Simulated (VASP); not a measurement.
# KBr (Fm-3m) in VASP: a series of runs

One crystal, KBr, is run at these levels: r2SCAN, PBE; tasks: band structure.

Everything below comes from runs of VASP 6.6.1. Logs are shortened: lines on timing, memory, paths and dates and some standing lists are left out, and cuts for length are marked.

## Step 1: The crystal as given

It takes space group Fm-3m (No. 225, cubic). The conventional cell has a = 6.560 Å, b = 6.560 Å, c = 6.560 Å, α = 90.00°, β = 90.00°, γ = 90.00°. Around K (site symmetry m-3m) lie 6 Br at 3.28 Å. Br (site symmetry m-3m) has 6 K at 3.28 Å as nearest neighbours.

## Step 2: Band structure, r2SCAN

File INCAR:

```
SYSTEM = KBr
PREC = Accurate ; ENCUT = 520
EDIFF = 1E-6 ; ISMEAR = 0
SIGMA = 0.03 ; LREAL = .False.
LASPH = .True. ; NELM = 80
ALGO = Normal ; ISIF = 2
LWAVE = .False. ; LCHARG = .False.
METAGGA = R2SCAN ; LMIXTAU = .True.
NBANDS = 15
```

File KPOINTS:

```
regular mesh
0
Gamma
  8 8 8
  0 0 0
```

File POSCAR:

```
KBr                                     
1.0
    0.0000000000      3.2798924877      3.2798924877
    3.2798924877      0.0000000000      3.2798924877
    3.2798924877      3.2798924877      0.0000000000
  K               Br            
     1     1
Direct
     0.0000000000000000    0.0000000000000000    0.0000000000000000
     0.5000000000000000    0.5000000000000000    0.5000000000000000
```

File KPOINTS_OPT:

```
explicit points
202
Reciprocal
 0.0000000000  0.0000000000  0.0000000000 1
 0.0555555556  0.0000000000  0.0555555556 1
 0.1111111111  0.0000000000  0.1111111111 1
 0.1666666667  0.0000000000  0.1666666667 1
 0.2222222222  0.0000000000  0.2222222222 1
 0.2777777778  0.0000000000  0.2777777778 1
[... 194 lines left out ...]
 0.4870016800  0.0129983200  0.5000000000 1
 0.5129983200 -0.0129983200  0.5000000000 1
```

Potentials or basis: VASP PAW PBE potentials, release 64 (K_sv, Br).

Run with:

```console
> cat potpaw_PBE.64/K_sv/POTCAR potpaw_PBE.64/Br/POTCAR > POTCAR
> mpirun -np 1 vasp_std > vasp.out
```

OUTCAR:

```text
SYSTEM = KBr
   PREC = Accurate
   ENCUT = 520
   EDIFF = 1E-6
   ISMEAR = 0
   LREAL = .False.
   LASPH = .True.
   NELM = 80
   ISIF = 2
   METAGGA = R2SCAN

 ion  position               nearest neighbor table
   1  0.000  0.000  0.000-   2 3.28   2 3.28   2 3.28   2 3.28   2 3.28   2 3.28
   2  0.500  0.500  0.500-   1 3.28   1 3.28   1 3.28   1 3.28   1 3.28   1 3.28

  LATTYP: Found a face centered cubic cell.
 ALAT       =     6.5597849754

  Lattice vectors:

 A1 = (   0.0000000000,   3.2798924877,   3.2798924877)
 A2 = (   3.2798924877,   0.0000000000,   3.2798924877)
 A3 = (   3.2798924877,   3.2798924877,   0.0000000000)

Analysis of symmetry for initial positions (statically):
=====================================================================
 Subroutine PRICEL returns:
 Original cell was already a primitive cell.

 Routine SETGRP: Setting up the symmetry group for a
 face centered cubic supercell.

 Subroutine GETGRP returns: Found 48 space group operations
 (whereof 48 operations were pure point group operations)
 out of a pool of 48 trial point group operations.

The static configuration has the point symmetry O_h .

Analysis of symmetry for dynamics (positions and initial velocities):
=====================================================================
 Subroutine PRICEL returns:
 Original cell was already a primitive cell.

 Routine SETGRP: Setting up the symmetry group for a
 face centered cubic supercell.

 Subroutine GETGRP returns: Found 48 space group operations
 (whereof 48 operations were pure point group operations)
 out of a pool of 48 trial point group operations.

The dynamic configuration has the point symmetry O_h .

 Subroutine INISYM returns: Found 48 space group operations
 (whereof 48 operations are pure point group operations),
 and found     1 'primitive' translations

----------------------------------------------------------------------------------------

                                     Primitive cell

  volume of cell :      70.5682

  direct lattice vectors                    reciprocal lattice vectors
     0.000000000  3.279892488  3.279892488    -0.152444021  0.152444021  0.152444021
     3.279892488  0.000000000  3.279892488     0.152444021 -0.152444021  0.152444021
     3.279892488  3.279892488  0.000000000     0.152444021  0.152444021 -0.152444021

  length of vectors
     4.638468439  4.638468439  4.638468439     0.264040790  0.264040790  0.264040790

  position of ions in fractional coordinates (direct lattice)
     0.000000000  0.000000000  0.000000000
     0.500000000  0.500000000  0.500000000

  ion indices of the primitive-cell ions
   primitive index   ion index
                 1           1
                 2           2

----------------------------------------------------------------------------------------

 KPOINTS: regular mesh

Automatic generation of k-mesh.
 Grid dimensions read from file:
 generate k-points for:    8    8    8

 Generating k-lattice:

  Cartesian coordinates                     Fractional coordinates (reciprocal lattice)
    -0.019055503  0.019055503  0.019055503     0.125000000  0.000000000  0.000000000
     0.019055503 -0.019055503  0.019055503     0.000000000  0.125000000  0.000000000
     0.019055503  0.019055503 -0.019055503     0.000000000  0.000000000  0.125000000

  Length of vectors
     0.033005099  0.033005099  0.033005099

  Shift w.r.t. Gamma in fractional coordinates (k-lattice)
     0.000000000  0.000000000  0.000000000

 Subroutine IBZKPT returns following result:
 ===========================================

 Found     29 irreducible k-points:

 Following reciprocal coordinates:
            Coordinates               Weight
  0.000000  0.000000  0.000000      1.000000
  0.125000  0.000000  0.000000      8.000000
  0.250000  0.000000  0.000000      8.000000
  0.375000  0.000000  0.000000      8.000000
  0.500000  0.000000  0.000000      4.000000
  0.125000  0.125000  0.000000      6.000000
[... 16 lines left out ...]
  0.500000  0.250000  0.125000     48.000000
 -0.375000  0.250000  0.125000     24.000000
 [... further k-points ...]
   k-points           NKPTS =     29   k-points in BZ     NKDIM =     29   number of bands    NBANDS=     15
   number of dos      NEDOS =    301   number of ions     NIONS =      2
   total plane-waves  NPLWV =  46656
   dimension x,y,z NGX =    36 NGY =   36 NGZ =   36
   dimension x,y,z NGXF=    72 NGYF=   72 NGZF=   72
   ions per type =               1   1
   NGX,Y,Z   is equivalent  to a cutoff of  12.90, 12.90, 12.90 a.u.
   NGXF,Y,Z  is equivalent  to a cutoff of  25.81, 25.81, 25.81 a.u.
 SYSTEM =  KBr
   PREC   = accura    normal or accurate (medium, high low for compatibility)
   ISTART =      0    job   : 0-new  1-cont  2-samecut
   ICHARG =      2    charge: 1-file 2-atom 10-const
   ISPIN  =      1    spin polarized calculation?
   LNONCOLLINEAR =      F non collinear calculations
   LSORBIT =      F    spin-orbit coupling
   LASPH  =      T    aspherical Exc in radial PAW
   ENCUT  =  520.0 eV  38.22 Ry    6.18 a.u.   8.62  8.62  8.62*2*pi/ulx,y,z
   NELM   =     80;   NELMIN=  2; NELMDL= -5     # of ELM steps
   EDIFF  = 0.1E-05   stopping-criterion for ELM
   LREAL  =      F    real-space projection
   EDIFFG = 0.1E-04   stopping-criterion for IOM
   NSW    =      0    number of steps for IOM
   IBRION =     -1    ionic relax: 0-MD 1-quasi-New 2-CG
   NFREE  =      0    steps in history (QN), initial steepest desc. (CG)
   ISIF   =      2    stress and relaxation
   ISYM   =      2    0-nonsym 1-usesym 2-fastsym
   POTIM  = 0.5000    time-step for ionic-motion
   TEBEG  =    0.0;   TEEND  =   0.0 temperature during run
   PSTRESS=    0.0 pullay stress
   NELECT =      16.0000    total number of electrons
   NUPDOWN=      -1.0000    fix difference up-down
   EMIN   =  10.00;   EMAX   =-10.00  energy-range for DOS
   EFERMI =   0.00;   METHOD = LEGACY
   ISMEAR =     0;   SIGMA  =   0.03  broadening in eV -4-tet -1-fermi 0-gaus
   EFERMI_NEDOS =   21; number of points for ismear=-14 and -15
   IALGO  =     38    algorithm
   IMIX   =      4    mixing-type and parameters
     AMIX     =   0.40;   BMIX     =  1.00
     AMIX_MAG =   1.60;   BMIX_MAG =  1.00
  volume/ion in A,a.u.               =      35.28       238.11
  Fermi-wavevector in a.u.,A,eV,Ry     =   0.998264  1.886445 13.558616  0.996530
  Thomas-Fermi vector in A             =   2.130475
   LORBIT       =      0    0 simple, 1 ext, 2 COOP (PROOUT), +10 PAW based schemes
   METAGGA = R2SCAN    functional components
   LHFCALC =     F    Hartree Fock is set to
   AEXX    =    0.0000 exact exchange contribution
   IVDW    =     0    specifies the selected vdW correction
   LEPSILON=     F    determine dielectric tensor
   LRPA    =     F    only Hartree local field effects (RPA)
 non-spin polarized calculation
 Gauss-broadening in eV      SIGMA  =   0.03
  energy-cutoff  :      520.00
  volume of cell :       70.57
 maximum number of plane-waves:      1924
 NGX is ok and might be reduce to    36
   NGX = 17   NGY = 17   NGZ = 17

 number of electron      15.9999999 magnetization

 Free energy of the ion-electron system (eV)
  ---------------------------------------------------
  ext. energy  EPLUGINS =         0.00000000
  ---------------------------------------------------
  free energy    TOTEN  =       -23.24660758 eV

  energy without entropy =      -23.24660758  energy(sigma->0) =      -23.24660758

 E-fermi :  -1.8277     XC(G=0):  -7.8288

 val. band max:       -2.0755381790   @ k =   0.0000   0.0000   0.0000
 cond. band min:       3.0570544272   @ k =   0.0000   0.0000   0.0000
 fundamental gap:      5.1325926062
 Fermi energy:        -1.8277281200

 k-point     1 :       0.0000    0.0000    0.0000
  band No.  band energies     occupation
      1     -30.9192      2.00000
      2     -14.8270      2.00000
      3     -13.6270      2.00000
      4     -13.6270      2.00000
      5     -13.6270      2.00000
      6      -2.0755      2.00000
      7      -2.0755      2.00000
      8      -2.0755      2.00000
      9       3.0571      0.00000
     10       6.1618      0.00000
     11       6.1618      0.00000
     12       6.1618      0.00000
     13       7.1544      0.00000
     14       7.1544      0.00000
     15      10.0308      0.00000

 k-point     2 :       0.1250    0.0000    0.0000
  band No.  band energies     occupation
      1     -30.9184      2.00000
      2     -14.8567      2.00000
      3     -13.6277      2.00000
      4     -13.6277      2.00000
      5     -13.5853      2.00000
      6      -2.2975      2.00000
      7      -2.1293      2.00000
      8      -2.1293      2.00000
      9       3.4525      0.00000
     10       6.0337      0.00000
     11       6.3589      0.00000
     12       6.3589      0.00000
     13       7.3710      0.00000
     14       7.3710      0.00000
     15      10.6492      0.00000

 k-point     3 :       0.2500    0.0000    0.0000
  band No.  band energies     occupation
      1     -30.9162      2.00000
      2     -14.9217      2.00000
      3     -13.6294      2.00000
      4     -13.6294      2.00000
      5     -13.4911      2.00000
      6      -2.7527      2.00000
      7      -2.2540      2.00000
      8      -2.2540      2.00000
      9       4.3087      0.00000
     10       6.0114      0.00000
     11       6.9110      0.00000
     12       6.9110      0.00000
     13       7.9732      0.00000
     14       7.9732      0.00000
     15      11.0863      0.00000

 k-point     4 :       0.3750    0.0000    0.0000
  band No.  band energies     occupation
      1     -30.9141      2.00000
      2     -14.9793      2.00000
      3     -13.6312      2.00000
      4     -13.6312      2.00000
      5     -13.4035      2.00000
      6      -3.1350      2.00000
      7      -2.3719      2.00000
      8      -2.3719      2.00000
      9       4.9244      0.00000
     10       6.4985      0.00000
     11       7.7308      0.00000
     12       7.7308      0.00000
     13       8.7212      0.00000
     14       8.7212      0.00000
     15      10.1823      0.00000
[... 307 lines left out ...]
 k-point    22 :       0.3750    0.2500    0.1250
  band No.  band energies     occupation
      1     -30.9147      2.00000
      2     -14.9041      2.00000
      3     -13.6526      2.00000
      4     -13.6346      2.00000
      5     -13.4924      2.00000
      6      -2.8798      2.00000
      7      -2.3267      2.00000
      8      -2.3231      2.00000
      9       4.9108      0.00000
     10       5.3373      0.00000
     11       7.5224      0.00000
     12       7.7069      0.00000
     13       8.0682      0.00000
     14       8.5440      0.00000
     15      10.3433      0.00000

 k-point    23 :       0.5000    0.2500    0.1250
  band No.  band energies     occupation
      1     -30.9130      2.00000
      2     -14.9129      2.00000
      3     -13.6620      2.00000
      4     -13.6412      2.00000
      5     -13.4668      2.00000
      6      -3.0157      2.00000
      7      -2.4824      2.00000
      8      -2.4107      2.00000
      9       5.3642      0.00000
     10       5.9138      0.00000
     11       7.7121      0.00000
     12       8.1226      0.00000
     13       8.5276      0.00000
     14       8.9776      0.00000
     15       9.9548      0.00000

 k-point    24 :      -0.3750    0.2500    0.1250
  band No.  band energies     occupation
      1     -30.9123      2.00000
      2     -14.9162      2.00000
      3     -13.6628      2.00000
      4     -13.6473      2.00000
      5     -13.4564      2.00000
      6      -3.0593      2.00000
      7      -2.5573      2.00000
      8      -2.4451      2.00000
      9       5.5299      0.00000
     10       6.3417      0.00000
     11       7.7525      0.00000
     12       8.0899      0.00000
     13       8.8252      0.00000
     14       9.3903      0.00000
     15       9.8680      0.00000

 [... further k-points ...]

------------------------ aborting loop because EDIFF is reached ----------------------------------------

  FORCE on cell =-STRESS in cart. coord.  units (eV):
  Direction    XX          YY          ZZ          XY          YZ          ZX
  --------------------------------------------------------------------------------------
  -------------------------------------------------------------------------------------
  Total        0.1639268      0.1639268      0.1639268     -0.0000000     -0.0000000      0.0000000
  in kB        3.7217884      3.7217884      3.7217884     -0.0000000     -0.0000000      0.0000000
  external PRESSURE =       3.7217884 kB  Pullay stress =       0.0000000 kB

 VOLUME and BASIS-vectors are now :
 -----------------------------------------------------------------------------
  energy-cutoff  :      520.00
  volume of cell :       70.57
      direct lattice vectors                 reciprocal lattice vectors
     0.000000000  3.279892488  3.279892488    -0.152444021  0.152444021  0.152444021
     3.279892488  0.000000000  3.279892488     0.152444021 -0.152444021  0.152444021
     3.279892488  3.279892488  0.000000000     0.152444021  0.152444021 -0.152444021

 POSITION                                       TOTAL-FORCE (eV/Angst)
 -----------------------------------------------------------------------------------
      0.00000      0.00000      0.00000         0.000000      0.000000      0.000000
      3.27989      3.27989      3.27989        -0.000000     -0.000000     -0.000000
 -----------------------------------------------------------------------------------
    total drift:                                0.000000      0.000000      0.000000

  FREE ENERGIE OF THE ION-ELECTRON SYSTEM (eV)
  ---------------------------------------------------
  free  energy   TOTEN  =       -23.2466075797 eV

  energy  without entropy=      -23.2466075797  energy(sigma->0) =      -23.24660758
```

It took 4.6 min on 1 thread of Intel Xeon Platinum 8488C (Sapphire Rapids), shared host; peak memory 0.23 GiB.

What came out:

```yaml
Free_energy: -23.2466 eV
Pressure: 0.4 GPa
Band_gap_on_the_k_mesh: 5.13 eV, direct
Band_gap_along_the_path: 5.13 eV, direct
```

Levels at the corners of the path, in eV from the valence-band top:
```tsv
point	band 6	band 7	band 8	band 9	band 10	band 11
Γ	0.00	0.00	0.00	5.13	8.24	8.24
X	-0.84	-0.29	-0.29	6.34	8.10	10.24
X	-0.84	-0.29	-0.29	6.34	8.10	10.24
W	-0.61	-0.61	-0.55	7.96	7.96	9.20
W	-0.61	-0.61	-0.55	7.96	7.96	9.20
K	-0.72	-0.66	-0.34	7.12	9.09	9.11
K	-0.72	-0.66	-0.34	7.12	9.09	9.11
Γ	0.00	0.00	0.00	5.13	8.24	8.24
Γ	0.00	0.00	0.00	5.13	8.24	8.24
L	-1.20	-0.34	-0.34	7.17	8.94	10.58
L	-1.20	-0.34	-0.34	7.17	8.94	10.58
U	-0.72	-0.66	-0.34	7.12	9.09	9.11
U	-0.72	-0.66	-0.34	7.12	9.09	9.11
W	-0.61	-0.61	-0.55	7.96	7.96	9.20
W	-0.61	-0.61	-0.55	7.96	7.96	9.20
L	-1.20	-0.34	-0.34	7.17	8.94	10.58
L	-1.20	-0.34	-0.34	7.17	8.94	10.58
K	-0.72	-0.66	-0.34	7.12	9.09	9.11
U	-0.72	-0.66	-0.34	7.12	9.09	9.11
X	-0.84	-0.29	-0.29	6.34	8.10	10.24
```

Caveat: the PAW data sets were made with another functional, which shifts forces and pressure a little. r2SCAN opens gaps a little over a GGA but as a rule still falls short of measured ones.

## Step 3: Band structure, PBE, spin-orbit coupling, no magnetisation

File INCAR:

```
SYSTEM = KBr
PREC = Accurate ; ENCUT = 520
EDIFF = 1E-6 ; ISMEAR = 0
SIGMA = 0.03 ; LREAL = .False.
LASPH = .True. ; NELM = 80
ALGO = Fast ; ISIF = 2
LWAVE = .False. ; LCHARG = .False.
MAGMOM = 0 0 0 0 0 0 ; LORBIT = 11
LSORBIT = .True. ; GGA_COMPAT = .False.
GGA = PE ; NBANDS = 28
```

File KPOINTS:

```
regular mesh
0
Gamma
  6 6 6
  0 0 0
```

POSCAR is that of step 2.

KPOINTS_OPT is that of step 2.

Potentials or basis: VASP PAW PBE potentials, release 64 (K_sv, Br).

Run with:

```console
> cat potpaw_PBE.64/K_sv/POTCAR potpaw_PBE.64/Br/POTCAR > POTCAR
> mpirun -np 1 vasp_ncl > vasp.out
```

Run time: 6.2 min. Hardware: 1 thread of Intel Xeon Platinum 8488C (Sapphire Rapids), shared host; peak memory 0.39 GiB.

It converged, with:

```
Free energy                                           : -6.2369 eV
Pressure                                              : 1.1 GPa
Valence electrons inside the program's atomic spheres : K 7.57; Br 4.91
```
